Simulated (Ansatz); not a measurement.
## Al3GaAs4 (ordering on zincblende) by several functionals

All numbers come from the PAW code Ansatz. Note: simulated data, non-magnetic, for a generated structure that need not be the stable one.

Al3GaAs4 as one 8-atom ordering (R3m) on the zincblende lattice, relaxed with r2SCAN. Space group R3m (No. 160), trigonal; conventional cell a = 4.015 Å, c = 39.295 Å, 22.85 Å³ an atom. Al has 4 As at 2.46 Å; Ga has 4 As at 2.46 Å; As has 4 Al at 2.46 Å; As has 3 Al at 2.46 Å and 1 Ga at 2.46 Å; As has 1 Al at 2.46 Å and 3 Ga at 2.46 Å.

```
Al Ga As
1.0
     2.00735    1.15894   13.09832
    -2.00735    1.15894   13.09832
     0.00000   -2.31789   13.09832
Al Ga As
3 1 4
Direct
  0.99998 0.99998 0.99998
  0.24997 0.24997 0.24997
  0.49985 0.49985 0.49985
  0.75010 0.75010 0.75010
  0.31256 0.31256 0.31256
  0.56247 0.56247 0.56247
  0.81259 0.81259 0.81259
  0.06249 0.06249 0.06249
```

Relaxed lattice by functional, symmetry kept:

| functional | k mesh | a (Å) | c (Å) | volume (Å³/atom) |
| --- | --- | --- | --- | --- |
| PBE | 8×8×8 | 4.054 | 39.707 | 23.55 |
| r2SCAN | 6×6×6 | 4.015 | 39.295 | 22.85 |

On this one geometry the levels give:

| level | k mesh | gap (eV) | kind | edges | least direct gap (eV) | rough cost |
| --- | --- | --- | --- | --- | --- | --- |
| PBE | 8×8×8 | 1.23 | direct | Γ | 1.23 | 90 core-seconds |
| PBE+SOC | 8×8×8 | 1.13 | direct | Γ | 1.13 | 11 core-minutes |
| r2SCAN | 8×8×8 | 1.70 | direct | Γ | 1.70 | 3 core-minutes |
| HSE06 | 4×4×4 | 2.04 | indirect | Γ → F | 2.11 | 17 core-minutes |
| PBE0 | 4×4×4 | 2.69 | indirect | Γ → F | 2.74 | 16 core-minutes |

PBE, PBE+SOC: smearing of 0.02 eV; the others have fixed occupations.
Wave cutoffs: 420 eV, 500 eV (r2SCAN).
Costs come from shared machines and give only the order; PBE's includes the band path. The runs had 4 threads of Arm Neoverse V2, with other jobs on the host.

The HSE06 gap is indirect, 2.04 eV (Γ to F), below the direct gap of 2.11 eV at Γ. Spin-orbit coupling changes the PBE gap by -0.101 eV, to 1.13 eV.

r2SCAN covers 57 % of the step from PBE to HSE06, while HSE06 needs about 5 times r2SCAN's rough cost (on a coarser mesh). For gaps to 0.1 eV, spin-orbit coupling (up to 0.10 eV here) has to be included. The levels disagree on the kind of gap: direct with PBE, PBE+SOC, r2SCAN; indirect with HSE06, PBE0.

Only the levels marked +SOC include spin-orbit coupling.
